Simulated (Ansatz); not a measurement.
## SiNi in Ansatz, single run

input.yaml:

```yaml
crystal:
  lattice:
    - [3.483989, 0.0, 0.0]
    - [-1.741994, 3.017226, 0.0]
    - [0.0, 0.0, 4.545254]
  atoms:
    - { symbol: Ni, position: [0.0, 0.0, 0.0] }
    - { symbol: Ni, position: [0.0, 0.0, 0.5] }
    - { symbol: Si, position: [0.3333, 0.6667, 0.25] }
    - { symbol: Si, position: [0.6666, 0.3333, 0.75] }
  symmetry: { tolerance: 0.0003 }
kpoints:
  mp_grid: { grid: [6, 6, 4], shift: [0, 0, 0] }
magnetization:
  spin_polarized: false
scf:
  occupations: { method: fermi_dirac, width: 0.0198 }
hamiltonian:
  pseudopotentials: { kind: paw }
  xc: pbe
basis:
  ecutwfc: 500
output:
  forces: true
  stress: true
  eigenvalues: true
```

Run with:

```bash
ansatz run input.yaml --threads 1 --pin off --max-ram 2560MiB --backend cpu --events-out ev --progress --plain --runs-dir out
```

Origin of the cell: a known structure type with other elements, at an estimated volume, so it need not be a known compound.

Output (shortened):

```
Warning: the atoms were moved onto the symmetric positions of the space group found under crystal.symmetry.tolerance 3.0e-4 (fractional; no operation is sought that the atoms, as they stand i […]
Pseudopotentials: kind: paw
Pseudopotential: Ni, paw, valence charge 18, recommended cutoff 420 eV (normal), Ni.paw.azcp
Pseudopotential: Si, paw, valence charge 4, recommended cutoff 420 eV (normal), Si.paw.azcp
Functional definition: PBE
  exchange = pbe_x(kappa = kappa, mu = beta*pi^2/3)
  correlation = pbe_c(beta = beta)
Crystal: 4 atoms, lattice volume = 47.780 Å³
Basis set: ecut = 500 eV, 1229 PW (Γ), exchange–correlation on 54×54×72 points (8 copies of the dense FFT grid, shifted against one another)
Bands: 27, of which v1, the nominal top of the filled ones, is band 22 counted from 1 (21 counted from 0)
Symmetry: 24 space group operations
Space group: P63/mmc (ITA 194), of the structure as read, at distance tolerance 1.1e-3 Å
[… 5 lines left out …]
Initial density: superposition of atomic densities (neutral atoms: chi_scale 0, normalization atom), corrected by the library's trained network
Functional: x = pbe(κ = 0.804, μ = 0.219515), c = pbe(β = 0.066725)
SCF iter   1: F=—  HF=-12952.447401 eV  Δρ=3.58e-3  dr2=2.17e-3
SCF iter   2: F=—  HF=-12952.446988 eV  Δρ=1.61e-3  dr2=2.56e-4  defer=6
SCF iter   3: F=—  HF=-12952.447124 eV  Δρ=6.29e-4  dr2=1.05e-4  defer=6
SCF iter   4: F=—  HF=-12952.447132 eV  Δρ=1.18e-4  dr2=4.64e-6  defer=6
SCF iter   5: F=—  HF=-12952.447132 eV  Δρ=2.97e-5  dr2=2.89e-7  defer=6
SCF iter   6: F=-12952.447132 eV  HF=-12952.447132 eV  Δρ=9.19e-6  dr2=3.50e-8
SCF 1 converged in 6 iterations: F = -12952.447132 eV  dr2 = 3.50e-8
SCF converged after 6 iterations
Free energy (F): -12952.447132 eV
Harris-Foulkes:  -12952.447132 eV  (|F-HF|=2.27e-8)
Internal energy: -12952.445367 eV  (E = F + TS)
E sigma→0 (E₀):  -12952.446250 eV
Entropy (-TS):   -0.001766 eV (-0.441 meV/atom)
Fermi energy:    14.687397 eV
--- Per-component energies (eV) ---
  E_band       = -650.162220
  E_kinetic    = 659.351484
  E_local      = -9078.152880  (includes V_loc(G=0)·N_el)
  E_nonlocal   = 1315.388630
  E_hartree    = 3911.896950
  E_xc         = -286.885336
  E_vxc        = -321.544446  (∫ρ·V_xc dr)
  E_paw        = -4281.076116  (= ΣΔE_a)
  E_vpaw       = -1049.019473  (= ΣTr[D̂ρ^β])
  E_aug_tail   = 0.000496  (compensation charges beyond the density's cutoff)
  E_ewald      = -5192.968595
  E_smearing   = -0.001766  (= −TS)
  Σ components = -12952.447132   (vs F -12952.447132, Δ=0.00e0)
--- Forces (eV/Å), atoms counted from 1 ---
  atom   1  Ni     0.000000    -0.000000     0.000000
  atom   2  Ni     0.000000     0.000000     0.000000
  atom   3  Si    -0.000000    -0.000000     0.000000
  atom   4  Si     0.000000     0.000000     0.000000
  max |Σ_I F_I| component: 9.25e-18 eV/Å
--- Stress (GPa, compression-positive) ---
       10.774600      -0.000000       0.000000
       -0.000000      10.774600       0.000000
        0.000000       0.000000      25.062637
  P = ⅓ Tr σ = 15.5373 GPa (155.373 kbar)
```

Caveats: no spin polarisation, so a magnetic state may lie lower; the k mesh is coarse if the cell is a metal.

Time: 2.2 s on 1 thread of Arm Neoverse V1, with other jobs on the host, peak memory 0.33 GiB, from the program's own first density.
